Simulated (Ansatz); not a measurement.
Structure types of V were relaxed at one common pressure (all-electron LAPW in Ansatz 0.2.0 under PBE, scalar-relativistic, no spin polarisation, zero temperature). They take these volumes:

| type | space group | V (Å³/atom) |
| --- | --- | --- |
| bcc | Im-3m | 9.33 |
| hcp | P6_3/mmc | 9.49 |
| sc | Pm-3m | 9.62 |
| omega | P6/mmm | 9.43 |
| diamond | Fd-3m | 10.17 |

Problem. At about which pressure, and is the densest type also the lowest in enthalpy?

Solution. 130 GPa. The densest is bcc, and it is also the lowest in enthalpy among these.
